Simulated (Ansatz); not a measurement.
One input, then a changed one: Bi (begun as hcp type, now P6_3/mmc)

First run: DFT, PBE, all-electron LAPW, scalar-relativistic (Ansatz 0.2.0).

Command: `ansatz run input.yaml --threads 2 --pin off --max-ram 4096MiB --backend cpu --events-out ev --progress --plain --runs-dir out` It took 48 s on 2 threads of Intel(R) Xeon(R) Platinum 8488C (Sapphire Rapids), with other jobs on the host, peak memory 1.1 GiB.

```yaml
crystal:
  lattice:
    - [-1.7696662591, 3.0651518732, 0.0]
    - [0.0, 0.0, 5.8434446936]
    - [5.3089987773, 3.0651518731, 0.0]
  atoms:
    - { symbol: Bi, position: [0.5, 0.25, 0.166666667] }
    - { symbol: Bi, position: [0.0, 0.25, 0.666666667] }
    - { symbol: Bi, position: [0.0, 0.75, 0.333333333] }
    - { symbol: Bi, position: [0.5, 0.75, 0.833333333] }
kpoints:
  mp_grid: { grid: [10, 6, 6] }
scf:
  occupations: { method: fermi_dirac, width: 0.08 }
hamiltonian:
  xc: pbe
  pseudopotentials: { kind: all_electron, lapw: { basis_error: 0.001 } }
output:
  forces: true
  stress: true
  eigenvalues: true
```

The cell comes from a relaxation on PAW files under the same functional, begun from a prototype that needn't be the stable phase.

This run: bulk in the slab's orientation.

It converges in 7 SCF iterations at a pressure of -0.14 GPa, largest force 0.025 eV/Å.

The input is then changed:

```diff
 kpoints:
-  mp_grid: { grid: [10, 6, 6] }
+  mp_grid: { grid: [3, 2, 2] }
 scf:
   eigenvalues: true
+basis:
+  xc_grid: 2
```

Predict the outcome of the changed run.

It converges in 7 SCF iterations at a pressure of 0.28 GPa, largest force 0.230 eV/Å, free energy -30.3 meV/atom against the first run's. More than one line changes, and not each need have an effect. Some of the changed settings are coarser than converged work would use. Results part of its log:
```
SCF 1 converged in 7 iterations: F = -2342823.524493 eV  dr2 = 6.78e-8
SCF converged after 7 iterations
Free energy (F): -2342823.524493 eV
[... lines left out ...]
  k-point 1: bands = ["-137.8224", "-137.8224", "-137.8224", "-137.8224", "-132.9535", "-132.9535", "-132.9535", "-132.9535", "-132.9534", "-132.9534", "-132.9534", "-132.9534", "-132.9521", "-132.9521", "-132.9521", "-132.9521", "-132.9513", "-132.9513", "-132.9513", "-132.9513", "-132.9508", "-132.9508", "-132.9508", "-132.9508", "-132.9485", "-132.9485", "-132.9485", "-132.9485", "-132.9485", "-132.9485", "-132.9485", "-132.9485", "-76.0890", "-76.0890", "-76.0889", "-76.0889", "-76.0748", "-76.0748", "-76.0739", "-76.0739", "-76.0657", "-76.0657", "-76.0655", "-76.0655", "-7.5150", "-7.5150", "-7.4891", "-7.4891", "-7.4876", "-7.4876", "-7.4572", "-7.4572", "-7.4556", "-7.4556", "-7.4346", "-7.4346", "-7.4291", "-7.4291", "-7.4208", "-7.4208", "-7.4141", "-7.4141", "-7.3535", "-7.3535", "3.0411", "3.0411", "5.4462", "5.4462", "11.4714", "11.4714", "13.8972", "13.8972", "16.0223", "16.0223", "17.1090", "17.1090", "18.9957", "18.9957", "19.8091", "19.8091", "21.5203", "21.5203", "23.4447", "23.4447", "24.3042", "24.3042", "25.2607", "25.2607", "25.9410"]
  k-point 2: bands = ["-137.8224", "-137.8224", "-137.8224", "-137.8224", "-132.9535", "-132.9535", "-132.9535", "-132.9535", "-132.9534", "-132.9534", "-132.9534", "-132.9534", "-132.9521", "-132.9521", "-132.9521", "-132.9521", "-132.9513", "-132.9513", "-132.9513", "-132.9513", "-132.9508", "-132.9508", "-132.9508", "-132.9508", "-132.9485", "-132.9485", "-132.9485", "-132.9485", "-132.9485", "-132.9485", "-132.9485", "-132.9485", "-76.0895", "-76.0895", "-76.0884", "-76.0884", "-76.0744", "-76.0744", "-76.0743", "-76.0743", "-76.0658", "-76.0658", "-76.0655", "-76.0655", "-7.5233", "-7.5233", "-7.5087", "-7.5087", "-7.5033", "-7.5033", "-7.4959", "-7.4959", "-7.4789", "-7.4789", "-7.4154", "-7.4154", "-7.4097", "-7.4097", "-7.3902", "-7.3902", "-7.3713", "-7.3713", "-7.3587", "-7.3587", "3.1161", "3.1161", "5.3782", "5.3782", "10.8222", "10.8222", "14.3968", "14.3968", "17.0003", "17.0003", "17.1587", "17.1587", "19.6372", "19.6372", "19.6806", "19.6806", "21.1271", "21.1271", "22.2909", "22.2909", "23.5082", "23.5082", "24.6862", "24.6862", "25.7429"]
  k-point 7: bands = ["-137.8224", "-137.8224", "-137.8224", "-137.8224", "-132.9535", "-132.9535", "-132.9535", "-132.9535", "-132.9534", "-132.9534", "-132.9534", "-132.9534", "-132.9521", "-132.9521", "-132.9521", "-132.9521", "-132.9513", "-132.9513", "-132.9513", "-132.9513", "-132.9508", "-132.9508", "-132.9508", "-132.9508", "-132.9485", "-132.9485", "-132.9485", "-132.9485", "-132.9485", "-132.9485", "-132.9485", "-132.9485", "-76.0889", "-76.0889", "-76.0889", "-76.0889", "-76.0743", "-76.0743", "-76.0743", "-76.0743", "-76.0661", "-76.0661", "-76.0661", "-76.0661", "-7.5290", "-7.5290", "-7.5290", "-7.5290", "-7.4824", "-7.4824", "-7.4824", "-7.4824", "-7.4322", "-7.4322", "-7.4322", "-7.4322", "-7.3770", "-7.3770", "-7.3770", "-7.3770", "-7.3664", "-7.3664", "-7.3664", "-7.3664", "4.9137", "4.9137", "4.9137", "4.9137", "11.8688", "11.8688", "11.8688", "11.8688", "16.1271", "16.1271", "16.1271", "16.1271", "17.3102", "17.3102", "17.3102", "17.3102", "21.9325", "21.9325", "21.9325", "21.9325", "23.4707", "23.4707", "23.4707", "23.4707", "27.0166"]
```
